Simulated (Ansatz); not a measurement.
**Ba: energy from the work of forces and stress**

```yaml
crystal:
  lattice:
    - [-2.50000, 2.50000, 2.50000]
    - [2.50000, -2.50000, 2.50000]
    - [2.50000, 2.50000, -2.50000]
  atoms:
    - { symbol: Ba, position: [0.00000, 0.00000, 0.00000] }
```

Method: Ansatz, DFT PBE, scalar-relativistic, plane waves, PAW.

Settings: cutoff 420 eV, Γ-centred mesh 12×12×12 on the computed 1-atom cell, Gaussian smearing of 0.10 eV; no spin polarisation.

At the start the stress (GPa, compression positive, xx yy zz yz xz xy) is 0.10 0.10 0.10 0.00 0.00 0.00 and all forces are under 0.005 eV/Å. Each variant moves atoms by u and then strains the cell by ε, so an atom ends at (r + u)(1 + ε); shears are tensor components, each standing twice in ε. The starting volume is 62.50 Å³.

Variant 1: strain (xx yy zz yz xz xy, %) -1.31 -1.31 -1.31 0.00 0.00 0.00. There the stress is 0.47 0.47 0.47 0.00 0.00 0.00 GPa.

Variant 2: strain (xx yy zz yz xz xy, %) -3.95 -3.95 -3.95 0.00 0.00 0.00. There the stress is 1.36 1.36 1.36 0.00 0.00 0.00 GPa.

Variant 3: strain (xx yy zz yz xz xy, %) -3.75 5.25 -3.75 0.00 0.00 0.00. There the stress is 0.46 0.14 0.46 0.00 0.00 0.00 GPa.

Variant 4: strain (xx yy zz yz xz xy, %) -1.64 -1.64 -1.64 0.00 0.00 0.00. There the stress is 0.57 0.57 0.57 0.00 0.00 0.00 GPa.

Question: Estimate each change of free energy from forces and stresses by the trapezoid rule along the path (r + tu)(1 + tε), t from 0 to 1, and compare with the computed change.

Answer: The derivative of the energy along the path is −F·u(1 + tε) for the atoms and −V σ(1 + tε)⁻¹ : ε for the cell, with F, σ and V taken at t (σ positive in compression; 1 eV/Å³ = 160.2 GPa). Averaging t = 0 and t = 1 gives, in meV per atom:
```
variant work on atoms work on cell sum computed
      1            0.0           4.3   4.3       4.3
      2            0.0          31.5  31.5      30.4
      3            0.0           5.9   5.9       6.2
      4            0.0           6.3   6.3       6.2
```

The rule is exact for a quadratic energy surface and overshoots a term ct³ by c/2, so the difference between the last two columns measures the net anharmonic part along the path (terms of opposite sign can cancel, and the finite basis adds a little): 1 to 5 % here.